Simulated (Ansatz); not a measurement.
The system is Hf.

```
CELL_PARAMETERS angstrom
4.96233 0.00000 0.00000
-2.48116 4.29750 0.00000
0.00000 0.00000 3.08623
ATOMIC_POSITIONS crystal
Hf 0.00000 0.00000 0.00000
Hf 0.33333 0.66667 0.50000
Hf 0.66667 0.33333 0.50000
```

This isn't the form of Hf at room conditions, which is hcp.

```yaml
Program: Ansatz 0.2.0
Task: relaxation of cell and atoms
Functional: PBEsol
Dispersion: D4
Potentials_or_basis: Ansatz PAW
Cutoff: "420 eV (not typed: the program's choice for these potentials)"
k_mesh: 6 × 6 × 9
Occupations: fermi-dirac, width 0.05 eV
Spin: no spin polarisation
```

At the start: volume 21.94 Å³/atom.

Q: Where does the relaxation end?

A: It ends after 4 steps and the volume is 21.23 Å³/atom (-3.2 %); space group P6/mmm (No. 191, to 0.05 Å).

The path:
| step | energy change (eV) | largest force (eV/Å) | volume (Å³) |
| --- | --- | --- | --- |
| 1 | 0.0000 | 0.0000 | 65.82 |
| 2 | -0.0247 | 0.0000 | 63.82 |
| 3 | -0.0248 | 0.0000 | 63.70 |
| 4 | -0.0242 | 0.0000 | 63.70 |

Final structure:
```cif
data_structure
_symmetry_space_group_name_H-M 'P 1'
_symmetry_Int_Tables_number 1
_cell_length_a 4.9035
_cell_length_b 4.9035
_cell_length_c 3.0590
_cell_angle_alpha 90.000
_cell_angle_beta 90.000
_cell_angle_gamma 120.000
_cell_volume 63.70
loop_
_atom_site_label
_atom_site_type_symbol
_atom_site_fract_x
_atom_site_fract_y
_atom_site_fract_z
_atom_site_occupancy
Hf1 Hf 0.00000 0.00000 0.00000 1
Hf2 Hf 0.33333 0.66667 0.50000 1
Hf3 Hf 0.66667 0.33333 0.50000 1
```

Caveat: the plane-wave basis is chosen anew once the cell has moved, so the energies of steps on either side of that aren't comparable; pairwise dispersion overbinds metals, which lowers pressure and volume; the PAW data sets come from PBE, with cores solved anew for the run's functional, which leaves a small shift of forces and pressure.
